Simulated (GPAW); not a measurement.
# InAs (F-43m) in GPAW: a series of runs

The runs below take InAs through single point, with PBE.

Everything below comes from runs of GPAW 26.7.0. Logs are shortened: lines on timing, memory, paths and dates and some standing lists are left out, and cuts for length are marked. The log counts tension as positive stress, the text compression.

**Experimental background.**

From a printed reference work, data compilation, for a bulk crystal of InAs at 4.2 K: band gap 0.418 eV (direct).

The runs below are set against these values where they give the same quantity.

## Step 1: The structure

It takes space group F-43m (No. 216, cubic). The conventional cell has a = 6.036 Å, b = 6.036 Å, c = 6.036 Å, α = 90.00°, β = 90.00°, γ = 90.00°. In (site symmetry -43m) has 4 As at 2.61 Å as nearest neighbours. As (site symmetry -43m) is surrounded by 4 In at 2.61 Å.

## Step 2: Single point, PBE

Contents of run.py:

```python
from ase import Atoms
from ase.dft.bandgap import bandgap
from ase.io import write
from ase.units import GPa
from gpaw import GPAW, PW

atoms = Atoms(['In', 'As'],
              cell=[[0.0, 3.018, 3.018],
                    [3.018, 0.0, 3.018],
                    [3.018, 3.018, 0.0]],
              scaled_positions=[[0.0, 0.0, 0.0],
                                [0.75, 0.75, 0.75]],
              pbc=True)

calc = GPAW(mode=PW(600),
            xc='PBE',
            kpts={'size': (8, 8, 8), 'gamma': True},
            occupations={'name': 'methfessel-paxton', 'order': 0, 'width': 0.020999999999999998},
            nbands=18,
            convergence={'density': 1e-05, 'energy': 1e-05},
            maxiter=150,
            txt='gpaw.txt')
atoms.calc = calc
energy = atoms.get_potential_energy()
forces = atoms.get_forces()
stress = atoms.get_stress()
calc.write('gs.gpw')
write('result.traj', atoms)
print(f'Energy: {energy:.6f} eV')
print('Forces (eV/A):')
print(forces.round(4))
print('Stress (GPa):', (stress / GPa).round(3))
print('Fermi level:', round(calc.get_fermi_level(), 4), 'eV')
print(f'Gap: {bandgap(calc)[0]:.4f} eV, direct: {bandgap(calc, direct=True)[0]:.4f} eV')
```

Potentials or basis: GPAW PAW data sets (gpaw-data 1.2.1), pw.

Run with:

```bash
$ OMP_NUM_THREADS=1 python run.py
```

gpaw.txt:

```text
__  _  _
 | _ |_)|_||  |
 |__||  | ||/\| - 26.7.0

Input parameters:
  mode=PW(ecut=600.0),
  convergence={'density': 1e-05, 'energy': 1e-05},
  kpts=MonkhorstPack(size=(8, 8, 8), gamma=True),
  maxiter=150,
  nbands=18,
  occupations=Occupations(name='methfessel-paxton', order=0, width=0.020999999999999998),
  xc=XC(name='PBE')

Diagonalizing LCAO Hamiltonian
Converting LCAO to pw mode

                     As

       In

Atoms  # Å, Bohr magnetons
|   | symbol |        x |        y |        z |    initial magnetic moments |
|---|--------|----------|----------|----------|-----------------------------|
| 0 |     In | 0.000000 | 0.000000 | 0.000000 | ( 0.0000,  0.0000,  0.0000) |
| 1 |     As | 4.527000 | 4.527000 | 4.527000 | ( 0.0000,  0.0000,  0.0000) |

Unit cell  # Å
| periodic |        x |        y |        z |  lengths |    angles |
|----------|----------|----------|----------|----------|-----------|
|      yes | 0.000000 | 3.018000 | 3.018000 | 4.268097 | 60.000000 |
|      yes | 3.018000 | 0.000000 | 3.018000 | 4.268097 | 60.000000 |
|      yes | 3.018000 | 3.018000 | 0.000000 | 4.268097 | 60.000000 |

Number of symmetries: 24
Symmetry operations  # r_c * U_cc + t_c -> r_c
|    | kind |            matrix            |
|----|------|------------------------------|
|  0 |  E   |  1, 0, 0,  0, 1, 0,  0, 0, 1 |
|  1 |  σ   |  1, 0, 0,  0, 0, 1,  0, 1, 0 |
|  2 |  σ   |  1, 0,-1,  0, 1,-1,  0, 0,-1 |
|  3 |  C3  |  1, 0,-1,  0, 0,-1,  0, 1,-1 |
|  4 |  C3  |  1,-1, 0,  0,-1, 1,  0,-1, 0 |
|  5 |  σ   |  1,-1, 0,  0,-1, 0,  0,-1, 1 |
|  6 |  σ   |  0, 1, 0,  1, 0, 0,  0, 0, 1 |
|  7 |  C3  |  0, 1, 0,  0, 0, 1,  1, 0, 0 |
|  8 |  C2  |  0, 1,-1,  1, 0,-1,  0, 0,-1 |
|  9 |  S4  |  0, 1,-1,  0, 0,-1,  1, 0,-1 |
| 10 |  C3  |  0, 0, 1,  1, 0, 0,  0, 1, 0 |
| 11 |  σ   |  0, 0, 1,  0, 1, 0,  1, 0, 0 |
| 12 |  S4  |  0, 0,-1,  1, 0,-1,  0, 1,-1 |
| 13 |  C3  |  0, 0,-1,  0, 1,-1,  1, 0,-1 |
| 14 |  S4  |  0,-1, 1,  1,-1, 0,  0,-1, 0 |
| 15 |  C2  |  0,-1, 1,  0,-1, 0,  1,-1, 0 |
| 16 |  C3  |  0,-1, 0,  1,-1, 0,  0,-1, 1 |
| 17 |  S4  |  0,-1, 0,  0,-1, 1,  1,-1, 0 |
| 18 |  S4  | -1, 1, 0, -1, 0, 1, -1, 0, 0 |
| 19 |  C3  | -1, 1, 0, -1, 0, 0, -1, 0, 1 |
| 20 |  C3  | -1, 0, 1, -1, 1, 0, -1, 0, 0 |
| 21 |  S4  | -1, 0, 1, -1, 0, 0, -1, 1, 0 |
| 22 |  σ   | -1, 0, 0, -1, 1, 0, -1, 0, 1 |
| 23 |  C2  | -1, 0, 0, -1, 0, 1, -1, 1, 0 |

BZ-sampling:
  Number of BZ points: 512
  Number of IBZ points: 29

  Monkhorst-Pack size: [8, 8, 8]
  Monkhorst-Pack shift: [0.0625, 0.0625, 0.0625]

K-points  # in reciprocal-cell coordinates
|     |                                coordinates |     weight |
|-----|--------------------------------------------|------------|
|   0 | (  0.00000000,   0.00000000,   0.00000000) | 0.00195312 |
|   1 | (  0.12500000,   0.12500000,   0.00000000) | 0.01171875 |
|   2 | (  0.12500000,   0.12500000,   0.12500000) | 0.01562500 |
|   3 | (  0.25000000,   0.12500000,   0.12500000) | 0.02343750 |
|   4 | (  0.25000000,   0.25000000,   0.00000000) | 0.01171875 |
|   5 | (  0.25000000,   0.25000000,   0.12500000) | 0.04687500 |
|   6 | (  0.25000000,   0.25000000,   0.25000000) | 0.01562500 |
|   7 | (  0.37500000,   0.25000000,  -0.37500000) | 0.04687500 |
|   8 | (  0.37500000,   0.25000000,   0.12500000) | 0.04687500 |
|   9 | (  0.37500000,   0.25000000,   0.25000000) | 0.04687500 |
| ... |                                            |            |
|  28 | (  0.50000000,   0.50000000,   0.50000000) | 0.00781250 |

Plane wave coefficients: 1856
Cutoff: 600.0 eV

Spin-components: 1 (collinear spins)
Bands:           18
Projectors:      11
Spin-degeneracy: 2
Datatype:        complex128

Parallelization:
  kpt:    1
  domain: 1
  band:   1

Density:
  Valence electrons: 18.0
  Components: 1
  Grid points: [25 25 25]
  Charge: 0.0  # |e|

Potential:
  Grid points: [25 25 25]

species:
  In:
    name:    Indium
    Z:       49.0
    valence: 13
    core:    36
    charge:  0.0  # [|e|]
    compensation charges:
      type: gauss
      rc: 0.36  # [Å]
      lmax: 2
    cutoffs:
      filter: 2.09  # [Å]
      core: 2.48  # [Å]
    projectors
    | kind |    occ | energy [eV] | rcut [Å] |
    |------|--------|-------------|----------|
    |   5s |  2.000 |      -8.203 |    1.185 |
    |   5p |  1.000 |      -2.521 |    1.244 |
    |   4d | 10.000 |     -18.629 |    1.148 |
    |    s |        |      19.008 |    1.185 |
    |    p |        |      24.691 |    1.244 |
    |    d |        |       8.583 |    1.148 |

    Using partial waves for In as LCAO basis

  As:
    name:    Arsenic
    Z:       33.0
    valence: 5
    core:    28
    charge:  0.0  # [|e|]
    compensation charges:
      type: gauss
      rc: 0.33  # [Å]
      lmax: 2
    cutoffs:
      filter: 1.87  # [Å]
      core: 2.96  # [Å]
    projectors
    | kind |    occ | energy [eV] | rcut [Å] |
    |------|--------|-------------|----------|
    |   4s |  2.000 |     -14.487 |    1.058 |
    |   4p |  3.000 |      -5.196 |    1.058 |
    |    s |        |      12.725 |    1.058 |
    |    p |        |      22.016 |    1.058 |
    |    d |        |       0.000 |    1.058 |

    Using partial waves for As as LCAO basis

Reference energy: -221478.393260  # eV

eigensolver:
  PPCG
  Converge bands: occupied
  niter=2

density mixing:
  MSR1-Mixer
  Pratt-step length: 0.05
  Maximum mixing coefficient: 0.75
  Old densities: 10
  SVD Regularization: 0.005
  Good broyden scale: 1.0
  Trust region scale: 1.0
  Backstep threshold: 4.0
  History deletion threshold: 6.0
  Fourier metric: weight=20.0, sigma=0.015

occupation numbers:
  Methfessel-Paxton:
    width: 0.0210  # eV
    order: 0

poisson solver:
  ecut: 4800.0  # eV

xc functional:
  name: PBE with 2 nearest neighbor stencil

convergence criteria:
- Maximum integral of absolute [dens]ity change: 1e-05 electrons / valence electron
- Maximum [total energy] change in last 3 cyles: 1e-05 eV / valence electron
- Maximum integral of absolute [eigenst]ate change: 4e-08 eV^2 / valence electron
maximum number of iterations: 150

SCF iterations
|iter     | |      energy | eigst |  dens |
|---------|-|-------------|-------|-------|
|iter:   1| |   -8.118331 | -0.34 |       |
|iter:   2| |   -8.073575 | -2.36 | -1.17 |
|iter:   3| |   -7.903436 | -1.93 | -1.21 |
|iter:   4| |   -7.904593 | -3.32 | -1.81 |
|iter:   5| |   -7.904700 | -4.10 | -2.33 |
|iter:   6| |   -7.904728c| -5.65 | -3.12 |
|iter:   7| |   -7.904731c| -6.66 | -3.56 |
|iter:   8| |   -7.904731c| -8.15c| -4.63 |
|iter:   9| |   -7.904731c| -8.40c| -5.36c|

Converged in 9 steps
Energy contributions relative to reference atoms: (reference = -221478.393260)

Energy contributions:
  Kinetic:          27.002235
  Coulomb:         -24.729314
  Zero:              0.139461
  External:          0.000000
  Xc:              -10.317081
  Entropy:          -0.000063
  Spinorbit:         0.000000
  ----------------------------
  Free energy:      -7.904762
  Extrapolated:     -7.904731

dipole moment: (-17.118219, -17.118219, -17.118219)  # |e|*Ang

Fermi level: 4.910
Eigenvalues  # (at kpt = [0.000, 0.000, 0.000])
| band index |      eig [eV] | occ [0-2] |
|------------|---------------|-----------|
|          0 |        -9.407 |     2.000 |
|        ... |               |           |
|          2 |        -9.407 |     2.000 |
|          3 |        -9.278 |     2.000 |
|          4 |        -9.278 |     2.000 |
|          5 |        -6.992 |     2.000 |
|          6 |         4.743 |     2.000 |
|          7 |         4.904 |     1.333 |
[... 8 lines left out ...]
|         16 |        15.399 |     0.000 |
|         17 |        15.399 |     0.000 |

No gap
No difference between direct/indirect transitions

Forces  # eV/Ang
|        x |        y |        z |
|----------|----------|----------|
| -0.00000 | -0.00000 | -0.00000 |  # In   0
| -0.00000 | -0.00000 |  0.00000 |  # As   1

Stress tensor  # eV/Ang^3
|         x |         y |         z |
|-----------|-----------|-----------|
| -0.025243 | -0.000000 | -0.000000 |
| -0.000000 | -0.025243 |  0.000000 |
| -0.000000 |  0.000000 | -0.025243 |

# Writing to gs.gpw (mode='')
```

It took 25 s on 1 thread of Arm Neoverse N1, shared host; peak memory 0.16 GiB.

What came out:

```
Free energy            : -7.9048 eV
Pressure               : 4.0 GPa
Band gap on the k mesh : none (metal or under the smearing width)
```

Caveat: this crystal is a semiconductor, whose small gap the functional closes, so the metal is an error of the method.

## Step 3: Single point, PBE

Contents of run.py:

```python
from ase.dft.bandgap import bandgap
from ase.io import read, write
from ase.units import GPa
from gpaw import GPAW, PW

atoms = read('InAs.xyz')

calc = GPAW(mode=PW(600),
            xc='PBE',
            kpts={'size': (8, 8, 8), 'gamma': True},
            occupations={'name': 'methfessel-paxton', 'order': 0, 'width': 0.022},
            nbands=18,
            convergence={'density': 1e-05, 'energy': 1e-05},
            maxiter=150,
            txt='gpaw.txt')
atoms.calc = calc
energy = atoms.get_potential_energy()
forces = atoms.get_forces()
stress = atoms.get_stress()
calc.write('gs.gpw')
write('result.traj', atoms)
print(f'Energy: {energy:.6f} eV')
print('Forces (eV/A):')
print(forces.round(4))
print('Stress (GPa):', (stress / GPa).round(3))
print('Fermi level:', round(calc.get_fermi_level(), 4), 'eV')
print(f'Gap: {bandgap(calc)[0]:.4f} eV, direct: {bandgap(calc, direct=True)[0]:.4f} eV')
```

Contents of InAs.xyz:

```xyz
2
Lattice="0.0000000000 3.0180000000 3.0180000000 3.0180000000 0.0000000000 3.0180000000 3.0180000000 3.0180000000 0.0000000000" Properties=species:S:1:pos:R:3 pbc="T T T"
In     0.0000000000      0.0000000000      0.0000000000
As     4.5270000000      4.5270000000      4.5270000000
```

Potentials or basis: GPAW PAW data sets (gpaw-data 1.2.1), pw.

Run with:

```bash
$ OMP_NUM_THREADS=1 python run.py
```

Run time: 26 s. Hardware: 1 thread of Arm Neoverse N1, shared host; peak memory 0.17 GiB.

It converged, with:

```
Free energy            : -7.9048 eV
Pressure               : 4.0 GPa
Band gap on the k mesh : none (metal or under the smearing width)
```

Levels at points of the mesh, in eV from the Fermi level:
| k point | band 7 | band 8 | band 9 | band 10 | band 11 | band 12 |
| --- | --- | --- | --- | --- | --- | --- |
| (0.00, 0.00, 0.00) | -0.17 | -0.01 | -0.01 | -0.01 | 3.89 | 3.89 |
| (0.50, 0.50, 0.00) | -5.86 | -2.36 | -2.36 | 1.53 | 2.07 | 9.22 |
| (0.50, 0.50, 0.50) | -5.80 | -1.01 | -1.01 | 0.97 | 4.67 | 4.67 |

Caveat: this crystal is a semiconductor, whose small gap the functional closes, so the metal is an error of the method.

(Continued in part 2 of 2.)
